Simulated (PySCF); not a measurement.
# Structure elucidation problem

The spectra below were simulated for a compound C3H8S.

1H NMR (400 MHz, computed): δ 2.29 (t, 2H), 1.56 (m, 2H), 1.54 (br s, 1H), 0.97 (t, 3H).

13C{1H} NMR (computed): δ 36.1 (CH2), 34.1 (CH2), 17.0 (CH3).

Level of theory: NMR shieldings at B97-2/pcSseg-2/GIAO, PBE0-D3(BJ)/def2-TZVP structure, in PySCF 2.14 (one averaged value for each set of equivalent atoms, relativity neglected, isolated molecule, one conformer).

References, each an isolated molecule treated in the same way: TMS for 1H, 13C.

What is the structure?

Results:


Rings plus π bonds: 0. 3 carbon signals for 3 carbons: no two carbons are equivalent. Carbon types of the structure: 2 × CH2, 1 × CH3, leaving 1 H on heteroatoms. δC 36.1: sp3 CH2; a saturated carbon with 2 carbon neighbours and no heteroatom attached. δC 34.1: sp3 CH2 bonded to S. δC 17.0: methyl carbon; a saturated carbon with 1 carbon neighbour and no heteroatom attached. δH 2.29: hydrogen on an sp3 CH2 bonded to S. δH 1.56: hydrogen on an sp3 CH2. δH 1.54: hydrogen on a thiol sulfur; exchangeable; this is the value without hydrogen bonding to other molecules. δH 0.97: hydrogen on a methyl carbon; far from electronegative atoms and π systems.

The compound is SMILES CCCS.

OH/NH shifts are gas-phase values; hydrogen bonding in solution moves them, usually downfield. Shifts are as computed. Against solution values, carbons near 30 ppm lie about +3 ppm off and those near 130 ppm about +7 ppm; carbons on S a further +4 ppm. Of 1211 compounds with measured shifts, 218 miss one by over three times the rms of a fit or turn the order of signals round; such compounds aren't used in these exercises. No couplings were computed; multiplicities are counted from neighbouring protons, with m where these are inequivalent, close in shift, in a saturated or five-membered ring or joined by F or P, and br s for small geminal =CH2 splittings.
